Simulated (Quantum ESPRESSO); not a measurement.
# Ti (P6_3/mmc) in Quantum ESPRESSO: equation of state, part 2 of 2

Quantum ESPRESSO 7.5. The steps go on from the part before.

## (5) Single point, PBE, 17.64 Å³/atom

Contents of pw.in:

```
&CONTROL
  calculation = 'scf'
  prefix = 'pwscf'
  outdir = './tmp'
  pseudo_dir = './pseudo'
  tprnfor = .true.
  tstress = .true.
  disk_io = 'nowf'
/
&SYSTEM
  ibrav = 0
  nat = 2
  ntyp = 1
  ecutwfc = 55
  ecutrho = 440
  nbnd = 19
  occupations = 'smearing'
  smearing = 'fd'
  degauss = 0.00367493
/
&ELECTRONS
  conv_thr = 4d-10
  electron_maxstep = 120
  mixing_beta = 0.5
/
ATOMIC_SPECIES
Ti    47.8670 ti_pbe_v1.4.uspp.F.UPF
CELL_PARAMETERS angstrom
   2.9500000000    0.0000000000    0.0000000000
  -1.4750000000    2.5547749412    0.0000000000
   0.0000000000    0.0000000000    4.6800000000
ATOMIC_POSITIONS crystal
Ti     0.6666666667    0.3333333333    0.7500000000
Ti     0.3333333333    0.6666666667    0.2500000000
K_POINTS automatic
10 10 6 0 0 0
```

Potentials or basis: SSSP 1.3 efficiency PBE.

Started as:

```sh
$ OMP_NUM_THREADS=1 pw.x -in pw.in > pw.out
```

pw.out:

```text
This program is part of the open-source Quantum ESPRESSO suite
     for quantum simulation of materials; please cite
[... 9 lines left out ...]
     --------------------
     sticks:   dense  smooth     PW     G-vecs:    dense   smooth      PW
     Sum         955     475    151                37145    13127    2225

     Using Slab Decomposition

     bravais-lattice index     =            0
     lattice parameter (alat)  =       5.5747  a.u.
     unit-cell volume          =     238.0220 (a.u.)^3
     number of atoms/cell      =            2
     number of atomic types    =            1
     number of electrons       =        24.00
     number of Kohn-Sham states=           19
     kinetic-energy cutoff     =      55.0000  Ry
     charge density cutoff     =     440.0000  Ry
     scf convergence threshold =      4.0E-10
     mixing beta               =       0.5000
     number of iterations used =            8  plain     mixing
     Exchange-correlation=  SLA  PW   PBX  PBC
                           (   1   4   3   4   0   0   0)

     celldm(1)=   5.574692  celldm(2)=   0.000000  celldm(3)=   0.000000
     celldm(4)=   0.000000  celldm(5)=   0.000000  celldm(6)=   0.000000

     crystal axes: (cart. coord. in units of alat)
               a(1) = (   1.000000   0.000000   0.000000 )
               a(2) = (  -0.500000   0.866025   0.000000 )
               a(3) = (   0.000000   0.000000   1.586441 )

     reciprocal axes: (cart. coord. in units 2 pi/alat)
               b(1) = (  1.000000  0.577350 -0.000000 )
               b(2) = (  0.000000  1.154701  0.000000 )
               b(3) = (  0.000000 -0.000000  0.630342 )

     PseudoPot. # 1 for Ti read from file:
     ti_pbe_v1.4.uspp.F.UPF
     Pseudo is Ultrasoft + core correction, Zval = 12.0
     Generated by new atomic code, or converted to UPF format
     Using radial grid of  851 points,  6 beta functions with:
                l(1) =   0
                l(2) =   0
                l(3) =   1
                l(4) =   1
                l(5) =   2
                l(6) =   2
     Q(r) pseudized with  6 coefficients,  rinner =    1.000   1.000   1.000
                                                       1.000   1.000

     atomic species   valence    mass     pseudopotential
     Ti               12.00    47.86700     Ti( 1.00)

     24 Sym. Ops., with inversion, found (12 have fractional translation)

   Cartesian axes

     site n.     atom                  positions (alat units)
         1        Ti     tau(   1) = (   0.5000000   0.2886751   1.1898305  )
         2        Ti     tau(   2) = (  -0.0000000   0.5773503   0.3966102  )

     number of k points=    56  Fermi-Dirac smearing, width (Ry)=  0.0037
                       cart. coord. in units 2pi/alat
        k(    1) = (   0.0000000   0.0000000   0.0000000), wk =   0.0033333
        k(    2) = (   0.0000000   0.0000000   0.1050570), wk =   0.0066667
        k(    3) = (   0.0000000   0.0000000   0.2101140), wk =   0.0066667
        k(    4) = (   0.0000000   0.0000000  -0.3151709), wk =   0.0033333
        k(    5) = (   0.0000000   0.1154701   0.0000000), wk =   0.0200000
        k(    6) = (   0.0000000   0.1154701   0.1050570), wk =   0.0400000
[... 48 lines left out ...]
        k(   55) = (   0.3000000   0.5196152   0.2101140), wk =   0.0400000
        k(   56) = (   0.3000000   0.5196152  -0.3151709), wk =   0.0200000

     Dense  grid:    37145 G-vectors     FFT dimensions: (  40,  40,  60)

     Smooth grid:    13127 G-vectors     FFT dimensions: (  27,  27,  48)

     Check: negative core charge=   -0.000005

     Initial potential from superposition of free atoms

     starting charge      21.9999, renormalised to      24.0000

     negative rho (up, down):  2.617E-03 0.000E+00
     Starting wfcs are   20 randomized atomic wfcs

     Self-consistent Calculation

     iteration #  1     ecut=    55.00 Ry     beta= 0.50
     Davidson diagonalization with overlap
     ethr =  1.00E-02,  avg # of iterations =  3.7

     negative rho (up, down):  2.830E-03 0.000E+00

     total energy              =    -238.19056801 Ry
     estimated scf accuracy    <       1.27065704 Ry

     iteration #  2     ecut=    55.00 Ry     beta= 0.50
     Davidson diagonalization with overlap
     ethr =  5.29E-03,  avg # of iterations =  2.6

     negative rho (up, down):  2.268E-03 0.000E+00

     total energy              =    -238.49632705 Ry
     estimated scf accuracy    <       0.01045741 Ry
[... 46 lines left out ...]
     iteration #  8     ecut=    55.00 Ry     beta= 0.50
     Davidson diagonalization with overlap
     ethr =  8.84E-09,  avg # of iterations =  3.8

     negative rho (up, down):  1.737E-03 0.000E+00

     total energy              =    -238.50158205 Ry
     estimated scf accuracy    <       0.00000003 Ry

     iteration #  9     ecut=    55.00 Ry     beta= 0.50
     Davidson diagonalization with overlap
     ethr =  1.23E-10,  avg # of iterations =  2.9

     negative rho (up, down):  1.737E-03 0.000E+00

     End of self-consistent calculation

          k = 0.0000 0.0000 0.0000 (  1677 PWs)   bands (ev):

   -43.6901 -43.5612 -20.2724 -19.6568 -19.6568 -19.5976 -19.5609 -19.5609
     7.0094  10.5146  13.8718  13.9351  13.9351  14.0338  14.4213  14.4213
    14.7746  14.7746  16.2701

          k = 0.0000 0.0000 0.1051 (  1683 PWs)   bands (ev):

   -43.6815 -43.5699 -20.2288 -19.6504 -19.6504 -19.6446 -19.5673 -19.5673
     7.2389  10.3769  13.5299  13.8436  13.8436  13.9088  14.3029  14.3029
    15.0112  15.0112  16.2774

          k = 0.0000 0.0000 0.2101 (  1647 PWs)   bands (ev):

   -43.6581 -43.5937 -20.1087 -19.7715 -19.6329 -19.6329 -19.5850 -19.5850
     7.8911   9.8061  13.1473  13.5899  13.7693  13.7693  14.0548  14.0548
    15.4777  15.4777  16.1992
[... 91 lines left out ...]
          k = 0.0000 0.4619 0.2101 (  1632 PWs)   bands (ev):

   -43.5784 -43.5502 -20.1561 -20.0777 -19.8286 -19.7418 -19.7114 -19.6628
    10.3589  10.9749  12.0552  12.5290  13.8648  14.2638  14.3204  15.5500
    16.2846  16.3128  16.5071

          k = 0.0000 0.4619-0.3152 (  1624 PWs)   bands (ev):

   -43.5643 -43.5643 -20.1378 -20.1378 -19.7486 -19.7486 -19.7025 -19.7025
    10.6161  10.6161  12.4170  12.4170  14.0943  14.0943  14.8585  14.8585
    16.3943  16.3943  16.7209

          k = 0.0000-0.5774 0.0000 (  1622 PWs)   bands (ev):

   -43.5787 -43.5368 -20.1097 -19.9931 -19.9806 -19.7932 -19.7638 -19.6302
    10.8448  11.0486  11.3538  12.5249  13.6525  13.7747  14.3163  16.4589
    16.6766  16.6834  17.4499

          k = 0.0000-0.5774 0.1051 (  1628 PWs)   bands (ev):

   -43.5759 -43.5396 -20.1504 -20.0366 -19.9169 -19.7824 -19.7419 -19.6412
    10.6274  11.0679  11.7877  12.2496  13.7992  14.1904  14.1943  16.3139
    16.5377  16.6715  17.1659

          k = 0.0000-0.5774 0.2101 (  1630 PWs)   bands (ev):

   -43.5682 -43.5472 -20.1846 -20.1146 -19.8203 -19.7528 -19.7235 -19.6713
    10.5209  10.9434  12.1247  12.3491  14.0615  14.2238  14.7106  15.6454
    16.5481  16.6384  16.6602

          k = 0.0000-0.5774-0.3152 (  1648 PWs)   bands (ev):

   -43.5577 -43.5577 -20.1719 -20.1719 -19.7489 -19.7489 -19.7122 -19.7122
    10.6629  10.6629  12.3640  12.3640  14.4486  14.4486  14.8748  14.8748
    16.5927  16.5927  16.8911

          k = 0.1000 0.1732 0.0000 (  1649 PWs)   bands (ev):

   -43.6637 -43.5513 -20.2122 -19.7658 -19.7251 -19.6574 -19.6244 -19.5849
     7.8120  11.1015  12.8290  13.0996  14.0696  14.2365  14.5240  14.5700
    14.5852  14.9766  16.4270

          k = 0.1000 0.1732 0.1051 (  1651 PWs)   bands (ev):

   -43.6563 -43.5589 -20.1801 -19.7539 -19.7424 -19.6852 -19.6175 -19.5927
     8.0206  10.9995  12.5952  13.1464  13.9337  14.1294  14.2497  14.6619
    14.9494  15.0815  16.3930

          k = 0.1000 0.1732 0.2101 (  1639 PWs)   bands (ev):
[... 167 lines left out ...]
          k = 0.3000 0.5196 0.2101 (  1639 PWs)   bands (ev):

   -43.5545 -43.5463 -20.0833 -20.0682 -19.9464 -19.8495 -19.7278 -19.7000
    11.6100  11.6655  12.0828  12.3296  13.0062  13.1695  14.5635  15.3358
    16.1388  16.4501  18.8825

          k = 0.3000 0.5196-0.3152 (  1628 PWs)   bands (ev):

   -43.5504 -43.5504 -20.0992 -20.0992 -19.8998 -19.8998 -19.6879 -19.6879
    11.6625  11.6625  12.3784  12.3784  12.9287  12.9287  14.7966  14.7966
    16.3217  16.3217  19.2480

     the Fermi energy is    13.1548 ev

!    total energy              =    -238.50158206 Ry
     estimated scf accuracy    <          4.6E-11 Ry
     smearing contrib. (-TS)   =      -0.00143717 Ry
     internal energy E=F+TS    =    -238.50014489 Ry

     The total energy is F=E-TS. E is the sum of the following terms:
     one-electron contribution =     -82.25241435 Ry
     hartree contribution      =      48.88698381 Ry
     xc contribution           =     -36.05263636 Ry
     ewald contribution        =    -169.08207799 Ry

     convergence has been achieved in   9 iterations

     negative rho (up, down):  1.737E-03 0.000E+00

     Forces acting on atoms (cartesian axes, Ry/au):

     atom    1 type  1   force =    -0.00000000   -0.00000000    0.00000000
     atom    2 type  1   force =     0.00000000    0.00000000    0.00000000

     Total force =     0.000000     Total SCF correction =     0.000000

     Computing stress (Cartesian axis) and pressure

     negative rho (up, down):  1.737E-03 0.000E+00
          total   stress  (Ry/bohr**3)                   (kbar)     P=      -14.68
  -0.00009091   0.00000000   0.00000000          -13.37        0.00        0.00
   0.00000000  -0.00009091   0.00000000            0.00      -13.37        0.00
   0.00000000   0.00000000  -0.00011748            0.00        0.00      -17.28

=------------------------------------------------------------------------------=
   JOB DONE.
=------------------------------------------------------------------------------=
```

Run time: 34 s. Hardware: 1 thread of Arm Neoverse V1, shared host; peak memory 0.18 GiB.

What came out:

| Quantity | Value |
| --- | --- |
| Free energy | -3244.9793 eV |
| Pressure | -1.5 GPa |
| Band gap on the k mesh | none (metal or under the smearing width) |

## (6) Single point, PBE, 17.99 Å³/atom

pw.in, as its differences from that of step 5:

```diff
@@ -28,5 +28,5 @@
 CELL_PARAMETERS angstrom
-   2.9500000000    0.0000000000    0.0000000000
-  -1.4750000000    2.5547749412    0.0000000000
-   0.0000000000    0.0000000000    4.6800000000
+   2.9695369932    0.0000000000    0.0000000000
+  -1.4847684966    2.5716944736    0.0000000000
+   0.0000000000    0.0000000000    4.7109942807
 ATOMIC_POSITIONS crystal
```

Potentials or basis: SSSP 1.3 efficiency PBE.

Started as:

```sh
$ OMP_NUM_THREADS=1 pw.x -in pw.in > pw.out
```

Run time: 40 s. Hardware: 1 thread of Arm Neoverse V1, shared host; peak memory 0.18 GiB.

Results (log left out):

```
Free energy            : -3244.9683 eV
Pressure               : -3.5 GPa
Band gap on the k mesh : none (metal or under the smearing width)
```

## (7) Single point, PBE, 18.34 Å³/atom

pw.in, as its differences from that of step 6:

```diff
@@ -28,5 +28,5 @@
 CELL_PARAMETERS angstrom
-   2.9695369932    0.0000000000    0.0000000000
-  -1.4847684966    2.5716944736    0.0000000000
-   0.0000000000    0.0000000000    4.7109942807
+   2.9888202413    0.0000000000    0.0000000000
+  -1.4944101206    2.5883942563    0.0000000000
+   0.0000000000    0.0000000000    4.7415860099
 ATOMIC_POSITIONS crystal
```

Started as:

```sh
$ OMP_NUM_THREADS=1 pw.x -in pw.in > pw.out
```

It took 34 s on 1 thread of Arm Neoverse V1, shared host; peak memory 0.19 GiB.

The run converged. Its results:

| Quantity | Value |
| --- | --- |
| Free energy | -3244.9488 eV |
| Pressure | -5.4 GPa |
| Band gap on the k mesh | none (metal or under the smearing width) |

## (8) Single point, PBE, 18.69 Å³/atom

pw.in, as its differences from that of step 7:

```diff
@@ -28,5 +28,5 @@
 CELL_PARAMETERS angstrom
-   2.9888202413    0.0000000000    0.0000000000
-  -1.4944101206    2.5883942563    0.0000000000
-   0.0000000000    0.0000000000    4.7415860099
+   3.0078578261    0.0000000000    0.0000000000
+  -1.5039289131    2.6048812885    0.0000000000
+   0.0000000000    0.0000000000    4.7717880089
 ATOMIC_POSITIONS crystal
```

Started as:

```sh
$ OMP_NUM_THREADS=1 pw.x -in pw.in > pw.out
```

It took 38 s on 1 thread of Arm Neoverse V1, shared host; peak memory 0.19 GiB.

Results (log left out):

* Free energy: -3244.9215 eV
* Pressure: -7.0 GPa
* Band gap on the k mesh: none (metal or under the smearing width)

## (9) Equation of state, PBE

Potentials or basis: SSSP 1.3 efficiency PBE.

This step only gathers the single runs of the series.

Results:

- Equilibrium volume: 17.40 Å³/atom
- Bulk modulus at fixed shape and positions: 111 GPa
- Pressure derivative of the bulk modulus: 3.5

Energy against volume, from the lowest point:
```
volume (Å³/atom)  energy (meV/atom)
          16.577              14.25
          16.930               4.32
          17.283               0.00
          17.636               0.81
          17.988               6.31
          18.341              16.08
          18.694              29.75
```

Caveat: the cell was scaled at fixed shape and fractional positions, which overstates the stiffness of a crystal with free parameters, most of all of layers and chains.
